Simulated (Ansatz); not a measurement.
InPd:

```
CELL_PARAMETERS angstrom
3.27188 0.00000 0.00000
0.00000 3.27188 0.00000
0.00000 0.00000 3.27188
ATOMIC_POSITIONS crystal
In 0.00000 0.00000 0.00000
Pd 0.50000 0.50000 0.50000
```

The cell comes from a database or a generator and needn't be the stable form of this composition.

* Program: Ansatz 0.2.0
* Task: single point
* Functional: PBE
* Potentials or basis: all-electron LAPW, scalar-relativistic
* Cutoff: 250 eV (chosen from the basis error)
* Basis error allowed: 0.001 eV/atom
* k mesh: 8 × 8 × 8
* Occupations: fermi-dirac, width 0.05 eV
* Spin: no spin polarisation

On this cell: pressure 3.6 GPa; largest force zero by symmetry; band gap on the k mesh none (metal or under the smearing width).

The same run follows on a disturbed copy (atoms moved at random, drawn with an rms of 0.05 Å):

```
In Pd
1.0
     3.27188    0.00000    0.00000
     0.00000    3.27188    0.00000
     0.00000    0.00000    3.27188
In Pd
1 1
Direct
  0.99323 0.00032 0.00838
  0.48910 0.50688 0.49185
```

Task: What changes?

Result: The energy (extrapolated to zero smearing) moves by +3.7 meV/atom; pressure 3.8 GPa; largest force 0.250 eV/Å; band gap on the k mesh none (metal or under the smearing width).

Forces on the atoms (eV/Å):
```
In  -0.057  0.091 -0.226
Pd   0.057 -0.091  0.226
```

Stress tensor (GPa, compression positive):
```
 3.82 -0.03  0.07
-0.03  3.81 -0.11
 0.07 -0.11  3.71
```
